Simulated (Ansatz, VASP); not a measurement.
Two plane-wave programs on WS2

```
CELL_PARAMETERS angstrom
3.13054 0.00000 0.00000
-1.56527 2.71113 0.00000
0.00000 0.00000 30.08000
ATOMIC_POSITIONS crystal
S 0.66667 0.33333 0.23270
S 0.66667 0.33333 0.33712
W 0.33333 0.66667 0.28491
```

Alike in both runs: functional PBEsol; dispersion D4; k mesh 12 × 12 × 1; occupations gaussian, width 0.03 eV; no spin polarisation.

Ansatz relaxed the structure, and its values are those at the end. VASP's run is a single point on that final structure, the one shown.

|  | VASP | Ansatz |
| --- | --- | --- |
| version | VASP 6.6.1 | Ansatz 0.2.0 |
| potentials or method | VASP PAW PBE potentials, release 64 (S, W_sv) | scalar-relativistic, plane waves, PAW |
| plane-wave cutoff (eV) | 520 | 420 |
| valence electrons in the cell | 26 | 26 |

|  | VASP | Ansatz | Ansatz less VASP |
| --- | --- | --- | --- |
| gap on the k mesh at the Fermi level (eV) | 2.00 | 2.00 | -0.001 |
| least direct gap on the mesh (eV) | 2.01 | 2.00 | -0.005 |
| rms of the force components (eV/Å) | 0.009 | 0.001 | -0.0083 |

Ansatz warned: «slab_cell_height_set».

Caveats: the PAW data sets were made with another functional, which shifts forces and pressure a little (VASP); spin-orbit coupling is left out, which moves the levels of the heavy elements. A hybrid or GW would open this gap; PBEsol tends to underestimate it.
